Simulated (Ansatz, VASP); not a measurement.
**Two plane-wave programs on Sc**

File INCAR:

```
PREC     = Accurate       # precision mode
ENCUT    = 520            # plane-wave cutoff, eV
EDIFF    = 1E-6           # SCF threshold, eV
ISMEAR   = 0              # smearing method
SIGMA    = 0.05           # smearing width, eV
LREAL    = False          # projectors in reciprocal space
LASPH    = True           # aspherical terms in the spheres
NELM     = 100            # most SCF steps
ALGO     = Fast           # electronic algorithm
ISIF     = 2              # what is computed and relaxed
LWAVE    = False          # write WAVECAR
LCHARG   = False          # write CHGCAR
NBANDS   = 12             # bands
```

File KPOINTS:

```
Automatic mesh
0
Gamma
  14 14 14
```

The input POSCAR:

```
Sc
1.0
    0.0000000000      2.3043249787      2.3043249787
    2.3043249787      0.0000000000      2.3043249787
    2.3043249787      2.3043249787      0.0000000000
Sc
1
Direct
    0.0000000000      0.0000000000      0.0000000000
```

Input for Ansatz:

```yaml
crystal:
  lattice:
    - [0.0, 2.3043249787, 2.3043249787]
    - [2.3043249787, 0.0, 2.3043249787]
    - [2.3043249787, 2.3043249787, 0.0]
  atoms:
    - { symbol: Sc, position: [0.0, 0.0, 0.0] }
basis:
  ecutwfc: 420
  fft_grid_basis: typed
kpoints:
  mp_grid: { grid: [14, 14, 14] }
hamiltonian:
  xc: lda
scf:
  occupations: { method: gaussian, width: 0.05 }
output:
  forces: true
  stress: true
  eigenvalues: true
  bader: true
  write_density: true
  volumetric_format: npy
  elf: true
```

This isn't the form of Sc at room conditions, which is hcp.

Alike in both runs: task single point; functional LDA; k mesh 14 × 14 × 14; occupations gaussian, width 0.05 eV; no spin polarisation.

```csv
,VASP,Ansatz
version,VASP 6.6.1,Ansatz 0.2.0
potentials or method,"VASP PAW LDA potentials, release 64 (Sc_sv)","scalar-relativistic, plane waves, PAW"
plane-wave cutoff (eV),520,420
valence electrons in the cell,11,11
```

```tsv
	VASP	Ansatz	Ansatz less VASP
gap on the k mesh at the Fermi level (eV)	none	none	-
pressure (GPa)	-4.6	-4.6	-0.02
```

A gap of «none» marks a metal or a gap that the smearing closes.
